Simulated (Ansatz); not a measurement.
# Al (Fm-3m) in Ansatz: further runs

Runs on Al. Level: BLYP+D3(BJ). Tasks: single point, equation of state.

All numbers are computed with Ansatz 0.2.0; they aren't measurements. Logs are shortened: lines on timing, memory, paths and dates and some standing lists are left out, and cuts for length are marked.

**1. Starting point**

Symmetry: Fm-3m, No. 225, cubic system. Conventional cell: a = 4.050 Å, b = 4.050 Å, c = 4.050 Å, α = 90.00°, β = 90.00°, γ = 90.00°. Al (site symmetry m-3m) is surrounded by 12 Al at 2.86 Å.

**2. Single point, BLYP+D3(BJ), 15.61 Å³/atom (volume scaled by 0.94)**

File input.yaml:

```yaml
crystal:
  lattice:
    - [0.0, 1.9834708509, 1.9834708509]
    - [1.9834708509, 0.0, 1.9834708509]
    - [1.9834708509, 1.9834708509, 0.0]
  atoms:
    - { symbol: Al, position: [0.0, 0.0, 0.0] }
hamiltonian:
  xc: blyp
  pseudopotentials: { kind: paw }
  dispersion: d3bj
kpoints:
  mp_grid: { grid: [11, 11, 11] }
scf:
  occupations: { method: fermi_dirac, width: 0.05 }
output:
  forces: true
  stress: true
  eigenvalues: true
```

Potentials or basis: Ansatz PAW.

Command:

```
ansatz run input.yaml --threads 2 --pin off --max-ram 5120MiB --backend cpu --events-out ev --progress --plain --runs-dir out
```

What it wrote:

```text
Warning: RAYON_NUM_THREADS=2 ignored (pool sized by the plan → 2); use --threads N
Engine: ansatz 0.2.0, aarch64-unknown-linux-gnu
Pseudopotentials: kind: paw
Pseudopotential: Al, paw, valence charge 3, recommended cutoff 420 eV (normal), Al.paw.azcp
Functional definition: BLYP
  parameter beta = 0.0042
  parameter a = 0.04918
  parameter b = 0.132
  parameter c = 0.2533
  parameter d = 0.349
  exchange = b88_x(beta = beta)
  correlation = lyp_c(a = a, b = b, c = c, d = d)
Crystal: 1 atoms, lattice volume = 15.607 Å³
Basis set: ecut = 420 eV, 307 PW (Γ), exchange–correlation on 40×40×40 points (8 copies of the dense FFT grid, shifted against one another)
Bands: 6, of which v1, the nominal top of the filled ones, is band 2 counted from 1 (1 counted from 0)
Symmetry: 48 space group operations
Space group: Fm-3m (ITA 225), of the structure as read, at distance tolerance 2.5e-5 Å
k-points: 56 of 1331
Non-local potential: Al, projectors of the file, l = 0: 2, l = 1: 2, l = 2: 1
PAW form: soft (Blöchl's): semilocal exchange-correlation on the pseudo side does not see the compensation charge
PAW frozen core: Al, regenerated for the run's functional, and the local potential with it (the file was generated under x = pbe(κ = 0.804, μ = 0.2195149727645171), c = pbe(β = 0.06672455060314922))
PAW one-centre angular grid: Al, 110 points (default); XC on 64 Gauss nodes
Initial density: superposition of atomic densities (neutral atoms: chi_scale 0, normalization atom), corrected by the library's trained network
Initial wavefunctions: pseudopotential atomic-orbital guess
Functional: x = b88, c = lyp
SCF iter   1: F=—  HF=-541.292764 eV  |F-HF|=—  |Δ(HF+E_count)|=         —  Δρ=4.64e-3  dr2=3.73e-3  ethr=1.77e-3  ⟨swp⟩=4.9  Hψ=2997  notcnv=0
preconditioner: auto → none  [insulator: Δε(μ)=0.191 eV  Ē_g=13.645 eV  σ=0.050 eV  W_gap=0.52  n_scr=0 (ndim 8)  ℏωp=16.3 eV  f_vac=0.000  D(μ)=0.56/eV (n_scr^D=0)  ε∞_Penn≈2.4]
SCF iter   2: F=—  HF=-541.292172 eV  |F-HF|=—  |Δ(HF+E_count)|=   5.92e-4  Δρ=2.24e-3  dr2=8.66e-4  ethr=1.24e-4  ⟨swp⟩=1.6  Hψ=822  notcnv=0  defer=15
SCF iter   3: F=—  HF=-541.292047 eV  |F-HF|=—  |Δ(HF+E_count)|=   1.25e-4  Δρ=6.71e-5  dr2=6.58e-7  ethr=2.89e-5  ⟨swp⟩=1.1  Hψ=318  notcnv=0  defer=16
SCF iter   4: F=—  HF=-541.292045 eV  |F-HF|=—  |Δ(HF+E_count)|=   2.47e-6  Δρ=6.22e-6  dr2=4.63e-9  ethr=2.19e-8  ⟨swp⟩=2.0  Hψ=395  notcnv=0  defer=16
iter 5 did not close the SCF: its close was put off for the readings that it lacked (scf_convergence_deferred on its scf_iter line)
SCF iter   5: F=-541.292045 eV  HF=-541.292045 eV  |F-HF|=3.71e-11  |Δ(HF+E_count)|=   5.88e-9  Δρ=3.90e-7  dr2=1.56e-11  ethr=1.54e-10  ⟨swp⟩=2.1  Hψ=395  notcnv=0  defer=16
SCF iter   6: F=-541.292045 eV  HF=-541.292045 eV  |F-HF|=1.14e-13  |Δ(HF+E_count)|=  4.95e-11  Δρ=2.69e-8  dr2=5.55e-14  ethr=1.00e-12  ⟨swp⟩=2.5  Hψ=1236  notcnv=0
SCF 1 converged in 6 iterations: F = -541.292045 eV  dr2 = 5.55e-14
SCF converged after 6 iterations
Free energy (F): -541.292045 eV
Harris-Foulkes:  -541.292045 eV  (|F-HF|=1.14e-13)
Internal energy: -541.287953 eV  (E = F + TS)
E sigma→0 (E₀):  -541.289999 eV
Entropy (-TS):   -0.004091 eV (-4.091 meV/atom)
Fermi energy:    9.018206 eV
--- Per-component energies (eV) ---
  E_band       = 13.309392
  E_kinetic    = 23.643838
  E_local      = 10.233303  (includes V_loc(G=0)·N_el)
  E_nonlocal   = 11.150468
  E_hartree    = 0.117725
  E_xc         = -38.763341
  E_vxc        = -27.837308  (∫ρ·V_xc dr)
  E_paw        = -471.968612  (= ΣΔE_a)
  E_vpaw       = -4.116356  (= ΣTr[D̂ρ^β])
  E_aug_tail   = -0.000003  (compensation charges beyond the density's cutoff)
  E_ewald      = -74.891887
  E_disp       = -0.821512  (pairwise vdW)
  E_core_change = 0.012067  (= ΣΔE_core)
  E_smearing   = -0.004091  (= −TS)
  E_closure    = 0.000000  (closes the sum)
  Σ components = -541.292045   (vs F -541.292045, Δ=0.00e0)
--- Forces (eV/Å), atoms counted from 1 ---
  atom   1  Al    -0.00000000    -0.00000000     0.00000000
  max |Σ_I F_I| component: 1.64e-32 eV/Å
--- Stress (GPa, compression-positive) ---
       -0.529834      -0.000000      -0.000000
       -0.000000      -0.529834      -0.000000
        0.000000       0.000000      -0.529834
  P = ⅓ Tr σ = -0.5298 GPa (-5.298 kbar)
--- Band table (eV; the first three rows and the last of 56) ---
  k-point 0: bands = ["-2.4906", "21.7474", "21.7474", "21.7474", "23.6798", "23.6798"]
  k-point 1: bands = ["-2.2580", "18.9086", "21.2033", "21.2033", "24.2825", "24.5658"]
  k-point 2: bands = ["-1.5626", "15.1924", "20.5133", "20.5133", "24.0485", "25.2740"]
  k-point 55: bands = ["7.5532", "7.7838", "9.3515", "11.2976", "23.2917", "26.3032"]
```

Run time: 0.33 s. Hardware: 2 threads of Arm Neoverse V2, shared host; peak memory 0.24 GiB.

Results:

| Item | Value |
| --- | --- |
| Free energy | -541.2920 eV |
| Pressure | -0.5 GPa |
| Band gap on the k mesh | none (metal or under the smearing width) |

Caveat: pairwise dispersion overbinds metals, which lowers pressure and volume; the PAW data sets come from PBE, with cores solved anew for the run's functional, which leaves a small shift of forces and pressure.

**3. Single point, BLYP+D3(BJ), 15.94 Å³/atom (volume scaled by 0.96)**

input.yaml, as its differences from that of step 2:

```diff
@@ -2,5 +2,5 @@
   lattice:
-    - [0.0, 1.9834708509, 1.9834708509]
-    - [1.9834708509, 0.0, 1.9834708509]
-    - [1.9834708509, 1.9834708509, 0.0]
+    - [0.0, 1.9974394157, 1.9974394157]
+    - [1.9974394157, 0.0, 1.9974394157]
+    - [1.9974394157, 1.9974394157, 0.0]
   atoms:
```

Potentials or basis: Ansatz PAW.

Command:

```
ansatz run input.yaml --threads 2 --pin off --max-ram 5120MiB --backend cpu --events-out ev --progress --plain --runs-dir out
```

Run time: 0.32 s. Hardware: 2 threads of Arm Neoverse V2, shared host; peak memory 0.24 GiB.

Results (log left out):

- Free energy: -541.2893 eV
- Pressure: -2.1 GPa
- Band gap on the k mesh: none (metal or under the smearing width)

Caveat: pairwise dispersion overbinds metals, which lowers pressure and volume; the PAW data sets come from PBE, with cores solved anew for the run's functional, which leaves a small shift of forces and pressure.

**4. Single point, BLYP+D3(BJ), 16.27 Å³/atom (volume scaled by 0.98)**

input.yaml, as its differences from that of step 3:

```diff
@@ -2,5 +2,5 @@
   lattice:
-    - [0.0, 1.9974394157, 1.9974394157]
-    - [1.9974394157, 0.0, 1.9974394157]
-    - [1.9974394157, 1.9974394157, 0.0]
+    - [0.0, 2.0112152952, 2.0112152952]
+    - [2.0112152952, 0.0, 2.0112152952]
+    - [2.0112152952, 2.0112152952, 0.0]
   atoms:
```

Command:

```
ansatz run input.yaml --threads 2 --pin off --max-ram 5120MiB --backend cpu --events-out ev --progress --plain --runs-dir out
```

Wall time 0.32 s (2 threads of Arm Neoverse V2, shared host); peak memory 0.24 GiB.

Results (log left out):

- Free energy: -541.2835 eV
- Pressure: -3.5 GPa
- Band gap on the k mesh: none (metal or under the smearing width)

Caveat: pairwise dispersion overbinds metals, which lowers pressure and volume; the PAW data sets come from PBE, with cores solved anew for the run's functional, which leaves a small shift of forces and pressure.

**5. Single point, BLYP+D3(BJ), 16.60 Å³/atom**

input.yaml, as its differences from that of step 4:

```diff
@@ -2,5 +2,5 @@
   lattice:
-    - [0.0, 2.0112152952, 2.0112152952]
-    - [2.0112152952, 0.0, 2.0112152952]
-    - [2.0112152952, 2.0112152952, 0.0]
+    - [0.0, 2.024805, 2.024805]
+    - [2.024805, 0.0, 2.024805]
+    - [2.024805, 2.024805, 0.0]
   atoms:
```

Command:

```
ansatz run input.yaml --threads 2 --pin off --max-ram 5120MiB --backend cpu --events-out ev --progress --plain --runs-dir out
```

It took 0.82 s on 2 threads of Arm Neoverse V2, shared host; peak memory 0.24 GiB.

Results (log left out):

- Free energy: -541.2750 eV
- Pressure: -4.7 GPa
- Band gap on the k mesh: none (metal or under the smearing width)

Caveat: pairwise dispersion overbinds metals, which lowers pressure and volume; the PAW data sets come from PBE, with cores solved anew for the run's functional, which leaves a small shift of forces and pressure.

**6. Single point, BLYP+D3(BJ), 16.93 Å³/atom (volume scaled by 1.02)**

input.yaml, as its differences from that of step 5:

```diff
@@ -2,5 +2,5 @@
   lattice:
-    - [0.0, 2.024805, 2.024805]
-    - [2.024805, 0.0, 2.024805]
-    - [2.024805, 2.024805, 0.0]
+    - [0.0, 2.0382146954, 2.0382146954]
+    - [2.0382146954, 0.0, 2.0382146954]
+    - [2.0382146954, 2.0382146954, 0.0]
   atoms:
```

Potentials or basis: Ansatz PAW.

Command:

```
ansatz run input.yaml --threads 2 --pin off --max-ram 5120MiB --backend cpu --events-out ev --progress --plain --runs-dir out
```

It took 0.8 s on 2 threads of Arm Neoverse V2, shared host; peak memory 0.24 GiB.

It converged, with:

```
Free energy            : -541.2641 eV
Pressure               : -5.8 GPa
Band gap on the k mesh : none (metal or under the smearing width)
```

Caveat: pairwise dispersion overbinds metals, which lowers pressure and volume; the PAW data sets come from PBE, with cores solved anew for the run's functional, which leaves a small shift of forces and pressure.

**7. Single point, BLYP+D3(BJ), 17.27 Å³/atom (volume scaled by 1.04)**

input.yaml, as its differences from that of step 6:

```diff
@@ -2,5 +2,5 @@
   lattice:
-    - [0.0, 2.0382146954, 2.0382146954]
-    - [2.0382146954, 0.0, 2.0382146954]
-    - [2.0382146954, 2.0382146954, 0.0]
+    - [0.0, 2.0514502267, 2.0514502267]
+    - [2.0514502267, 0.0, 2.0514502267]
+    - [2.0514502267, 2.0514502267, 0.0]
   atoms:
```

Command:

```
ansatz run input.yaml --threads 2 --pin off --max-ram 5120MiB --backend cpu --events-out ev --progress --plain --runs-dir out
```

Run time: 0.32 s. Hardware: 2 threads of Arm Neoverse V2, shared host; peak memory 0.24 GiB.

It converged, with:

| Property | Result |
| --- | --- |
| Free energy | -541.2511 eV |
| Pressure | -6.7 GPa |
| Band gap on the k mesh | none (metal or under the smearing width) |

Caveat: pairwise dispersion overbinds metals, which lowers pressure and volume; the PAW data sets come from PBE, with cores solved anew for the run's functional, which leaves a small shift of forces and pressure.

**8. Single point, BLYP+D3(BJ), 17.60 Å³/atom (volume scaled by 1.06)**

input.yaml, as its differences from that of step 7:

```diff
@@ -2,5 +2,5 @@
   lattice:
-    - [0.0, 2.0514502267, 2.0514502267]
-    - [2.0514502267, 0.0, 2.0514502267]
-    - [2.0514502267, 2.0514502267, 0.0]
+    - [0.0, 2.0645171409, 2.0645171409]
+    - [2.0645171409, 0.0, 2.0645171409]
+    - [2.0645171409, 2.0645171409, 0.0]
   atoms:
```

Command:

```
ansatz run input.yaml --threads 2 --pin off --max-ram 5120MiB --backend cpu --events-out ev --progress --plain --runs-dir out
```

Wall time 0.33 s (2 threads of Arm Neoverse V2, shared host); peak memory 0.24 GiB.

Results (log left out):

```
Free energy            : -541.2364 eV
Pressure               : -7.5 GPa
Band gap on the k mesh : none (metal or under the smearing width)
```

Caveat: pairwise dispersion overbinds metals, which lowers pressure and volume; the PAW data sets come from PBE, with cores solved anew for the run's functional, which leaves a small shift of forces and pressure.

**9. Equation of state, BLYP+D3(BJ)**

Potentials or basis: Ansatz PAW.

This step only gathers the single runs of the series.

Results:

```yaml
Equilibrium_volume: "15.51 Å³/atom (rough: see the caveat)"
Bulk_modulus: 82 GPa (rough)
```

Energy against volume, from the lowest point:
| volume (Å³/atom) | energy (meV/atom) |
| --- | --- |
| 15.607 | 0.00 |
| 15.939 | 2.76 |
| 16.271 | 8.56 |
| 16.603 | 17.07 |
| 16.935 | 27.96 |
| 17.267 | 40.91 |
| 17.599 | 55.65 |

Caveat: the potentials were made for another functional, which shifts forces and pressure; the minimum lies outside the volumes run.
